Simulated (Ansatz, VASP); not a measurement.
# Cross-check of GaAs between VASP and Ansatz

One calculation is typed for both programs; each brings its own data sets. How far apart do they land? The cell is taken from a series of runs on this material, whose earlier steps may have relaxed, scaled, displaced or heated it; both programs get it as it stands.

Program: Ansatz 0.2.0. Level of theory: plane waves, with VASP 6.6.1 beside it; dielectric response at r2SCAN. Results are calculated unless marked as measured.

## (1) The starting structure

The structure is cubic, space group F-43m (No. 216). The conventional cell has a = 5.654 Å, b = 5.654 Å, c = 5.654 Å, α = 90.00°, β = 90.00°, γ = 90.00°. As has 4 Ga at 2.45 Å nearest. Ga has 4 As at 2.45 Å nearest. Farther neighbours are not listed.

## (2) Ansatz: dielectric response, r2SCAN

Ansatz runs on its default PAW (the set named soft_2) files.

The response to a field tests empty states and converges slowly with the mesh.

Contents of input.yaml:

```yaml
crystal:
  lattice:
    - [0.0, 2.82685, 2.82685]
    - [2.82685, 0.0, 2.82685]
    - [2.82685, 2.82685, 0.0]
  atoms:
    - { symbol: As, position: [0.75, 0.75, 0.75] }
    - { symbol: Ga, position: [0.0, 0.0, 0.0] }
kpoints:
  mp_grid: { grid: [7, 7, 7] }
scf:
  occupations: { method: fixed }
hamiltonian:
  xc: r2scan
  pseudopotentials: { kind: paw }
dielectric: {}
```

On the command line:

```sh
$ ansatz run input.yaml --threads 4 --pin off --max-ram 8192MiB --backend cpu --events-out ev --progress --plain --runs-dir out
```

Numbers of over 12 decimals in the logs are rounded to 6 here.

What it wrote:

```text
Engine: ansatz 0.2.0, aarch64-unknown-linux-gnu
Pseudopotentials: kind: paw
Pseudopotential: As, paw, valence charge 15, recommended cutoff 500 eV (meta_gga), As.paw.azcp
Pseudopotential: Ga, paw, valence charge 13, recommended cutoff 500 eV (meta_gga), Ga.paw.azcp
Functional definition: r2SCAN
  parameter k0 = 0.174
  parameter k1 = 0.065
  parameter a1 = 4.9479
  exchange = r2scan_x(k0 = k0, k1 = k1, a1 = a1)
  correlation = r2scan_c
Crystal: 2 atoms, lattice volume = 45.179 Å³
Basis set: ecut = 500 eV, 1139 PW (Γ), exchange–correlation on 120×120×120 points (64 copies of the dense FFT grid, shifted against one another)
Bands: 18, of which v1, the nominal top of the filled ones, is band 14 counted from 1 (13 counted from 0)
Symmetry: 24 space group operations
k-points: 64 of 343 (irreducible under 4 space group operations, time reversal used)
Non-local potential: As, projectors of the file, l = 0: 2, l = 1: 2, l = 2: 3, l = 3: 1
Non-local potential: Ga, projectors of the file, l = 0: 2, l = 1: 2, l = 2: 3, l = 3: 1
PAW form: soft (Blöchl's): semilocal exchange-correlation on the pseudo side does not see the compensation charge
PAW frozen core: As, regenerated for the run's functional (the file was generated under x = pbe(κ = 0.804, μ = 0.219515), c = pbe(β = 0.066725))
PAW frozen core: Ga, regenerated for the run's functional (the file was generated under x = pbe(κ = 0.804, μ = 0.219515), c = pbe(β = 0.066725))
PAW one-centre angular grid: As, 590 points (default); XC on 160 Gauss nodes
PAW one-centre angular grid: Ga, 590 points (default); XC on 160 Gauss nodes
Initial density: superposition of atomic densities (neutral atoms: chi_scale 0, normalization atom), corrected by the library's trained network
Initial wavefunctions: pseudopotential atomic-orbital guess
Functional: x = r2scan, c = r2scan; τ floored in thin density (d = 2e-4 eV/Å³)
SCF iter   1: F=—  HF=-8655.739640 eV  |F-HF|=—  |Δ(HF+E_count)|=         —  Δρ=8.04e-3  dr2=1.09e-2  dr2_τ=4.47e-3  ethr=1.77e-3  ⟨swp⟩=4.4  Hψ=4820  notcnv=0  defer=105
preconditioner: auto → none  [insulator: Δε(μ)=0.949 eV  Ē_g=16.335 eV  n_scr=14 (ndim 8)  ℏωp=23.4 eV  f_vac=0.090  ε∞_Penn≈3.1]
SCF iter   2: F=—  HF=-8655.749406 eV  |F-HF|=—  |Δ(HF+E_count)|=   9.77e-3  Δρ=1.69e-3  dr2=1.45e-3  dr2_τ=3.62e-5  ethr=3.89e-5  ⟨swp⟩=2.9  Hψ=2779  notcnv=0  defer=120
SCF iter   3: F=—  HF=-8655.749009 eV  |F-HF|=—  |Δ(HF+E_count)|=   3.97e-4  Δρ=1.55e-3  dr2=3.97e-4  dr2_τ=3.49e-6  ethr=5.18e-6  ⟨swp⟩=2.0  Hψ=1864  notcnv=0  defer=120
SCF iter   4: F=—  HF=-8655.749204 eV  |F-HF|=—  |Δ(HF+E_count)|=   1.95e-4  Δρ=2.97e-4  dr2=2.49e-5  dr2_τ=4.92e-7  ethr=1.42e-6  ⟨swp⟩=3.0  Hψ=2184  notcnv=0  defer=120
SCF iter   5: F=—  HF=-8655.749194 eV  |F-HF|=—  |Δ(HF+E_count)|=   9.94e-6  Δρ=5.04e-5  dr2=1.37e-6  dr2_τ=1.15e-8  ethr=8.91e-8  ⟨swp⟩=2.0  Hψ=2048  notcnv=0  defer=9
SCF iter   6: F=—  HF=-8655.749192 eV  |F-HF|=—  |Δ(HF+E_count)|=   2.20e-6  Δρ=1.66e-5  dr2=1.67e-7  dr2_τ=2.96e-9  ethr=4.89e-9  ⟨swp⟩=2.0  Hψ=2048  notcnv=0
SCF iter   7: F=—  HF=-8655.749192 eV  |F-HF|=—  |Δ(HF+E_count)|=   2.41e-8  Δρ=4.15e-6  dr2=1.13e-8  dr2_τ=4.81e-11  ethr=5.95e-10  ⟨swp⟩=2.0  Hψ=1388  notcnv=0
SCF iter   8: F=-8655.749192 eV  HF=-8655.749192 eV  |F-HF|=3.27e-11  |Δ(HF+E_count)|=  4.97e-10  Δρ=3.45e-7  dr2=3.33e-11  dr2_τ=9.81e-13  ethr=1.00e-12  ⟨swp⟩=3.5  Hψ=5021  notcnv=0
SCF 1 converged in 8 iterations: F = -8655.749192 eV  dr2 = 3.33e-11
  greatest PAW one-centre occupation: 0.999 electrons in one spin orbital (limit 2), on the As atom at site 0 (counted from 0), in its partial waves of l = 2
NSCF: frozen V_eff on 6 k-points
DFPT response loops at Γ: preconditioner auto → none (the input reference at scf.mixing.eps_inf says where Resta's filter doesn't serve); β = 0.50; Broyden in place of MSR1
── the response to a field inside a basis, on 10×10×10 k-points: an SCF that follows is theirs, and a resumed run solves both again ──
Bands: 15, of which v1, the nominal top of the filled ones, is band 14 counted from 1 (13 counted from 0)
k-points: 110
Initial density: handed on by an earlier stage of this run
Initial wavefunctions: pseudopotential atomic-orbital guess (no wavefunctions were taken with the density)
Eigensolver: Dense (110 Hₖ)
SCF iter   1: F=—  HF=-8655.755564 eV  |F-HF|=—  |Δ(HF+E_count)|=         —  Δρ=2.58e-4  dr2=3.56e-5  dr2_τ=7.37e-7  ethr=1.00e-1
preconditioner: auto → none  [insulator: Δε(μ)=1.086 eV  Ē_g=13.690 eV  n_scr=14 (ndim 8)  ℏωp=23.4 eV  f_vac=0.083  ε∞_Penn≈3.9]
SCF iter   2: F=—  HF=-8655.755559 eV  |F-HF|=—  |Δ(HF+E_count)|=   4.35e-6  Δρ=1.21e-4  dr2=3.38e-6  dr2_τ=1.25e-7  ethr=1.27e-7
SCF iter   3: F=—  HF=-8655.755560 eV  |F-HF|=—  |Δ(HF+E_count)|=   6.44e-7  Δρ=3.92e-5  dr2=5.27e-7  dr2_τ=1.31e-8  ethr=1.21e-8
SCF iter   4: F=-8655.755560 eV  HF=-8655.755560 eV  |F-HF|=4.01e-9  |Δ(HF+E_count)|=   6.08e-8  Δρ=1.28e-5  dr2=2.78e-8  dr2_τ=1.05e-9  ethr=1.88e-9
SCF 1 converged in 4 iterations: F = -8655.755560 eV  dr2 = 2.78e-8
DFPT response loops at Γ: mixed as the last ones told, above
SCF converged after 8 iterations
Free energy (F): -8655.749192 eV
Harris-Foulkes:  -8655.749192 eV  (|F-HF|=3.27e-11)
Internal energy: -8655.749192 eV  (E = F + TS)
E sigma→0 (E₀):  -8655.749192 eV
Fermi energy:    7.939840 eV
--- Per-component energies (eV) ---
  E_band       = -331.042840
  E_kinetic    = 218.635392
  E_local      = -3919.307036  (includes V_loc(G=0)·N_el)
  E_nonlocal   = -242.876053
  E_hartree    = 1977.309048
  E_xc         = -136.642798
  E_vxc        = -143.959718  (∫ρ·V_xc dr)
  E_paw        = -3852.029439  (= ΣΔE_a)
  E_vpaw       = -205.666482  (= ΣTr[D̂ρ^β])
  E_aug_tail   = -0.000041  (compensation charges beyond the density's cutoff)
  E_vtau       = 7.513102  (kinetic-family band-sum trace: ∫τ·v_τ [+ j·A + Jᵃ·Aᵃ] dr)
  E_ewald      = -2698.727786
  E_core_change = -2.110478  (= ΣΔE_core)
  E_smearing   = -0.000000  (= −TS)
  E_closure    = 0.000000  (closes the sum)
  Σ components = -8655.749192   (vs F -8655.749192, Δ=0.00e0)
--- Band table (eV; the first three rows and the last of 64) ---
  k-point 0: bands = [... 10 lower, -5.2683, 7.9398, 7.9398, 7.9398, 8.9553, 11.9884, 11.9884, 11.9884]
  k-point 1: bands = [... 10 lower, -5.0179, 5.6955, 7.6352, 7.6352, 9.9647, 12.4385, 12.4385, 12.7258]
  k-point 2: bands = [... 10 lower, -4.3403, 3.1615, 7.1187, 7.1187, 9.6667, 12.9644, 12.9644, 15.0139]
  k-point 63: bands = [... 10 lower, -3.1941, 1.7233, 4.1054, 6.3376, 10.8532, 14.2916, 14.6365, 14.9691]
--- Dielectric response (ions clamped): 3 representative field directions + reference, inside a basis on a mesh of 1000 k-points (Σ response iterations 15) ---
  ε∞ (high-frequency dielectric tensor):
       11.520252     0.000000    -0.000000
        0.000000    11.520252     0.000000
       -0.000000     0.000000    11.520252
  Born effective charges Z* (e; rows j = field, columns β = displacement):
    site 0:
        -2.13408   -0.00000   -0.00000
         0.00000   -2.13408    0.00000
         0.00000   -0.00000   -2.13408
    site 1:
         2.13408    0.00000    0.00000
        -0.00000    2.13408   -0.00000
        -0.00000    0.00000    2.13408
  Z* charge neutrality: 2.629e-5 e pre-enforcement
  solved inside a basis spanned on kpoints, on 10×10×10 k-points transformed towards the longest dipole: ε∞ is read to err by 3.4e-2, Z* by 1.6e-2 e (field_mesh: kpoints solves on kpoints); Z* is corrected for what the basis lacks
```

In the SCF lines HF is the Harris–Foulkes energy and dr2 the Hartree energy of the density residual, in eV; the loop may stop once dr2 is under the threshold and the program's other checks hold. Hψ counts applications of the Hamiltonian.

(Continued in part 2 of 2.)

[Lines on the potential files, build, host, timing and source positions are cut from VASP's logs without a mark.]

[Logs are printed without paths, hosts, clocks, repeated set-up lines and the standing remarks that a program may print on its own settings, such as how far it seeks lower states.]

[Hosts, paths, dates, database ids (printed as entryN), source tags and the programs' standing remarks are cut or masked in the printed files.]
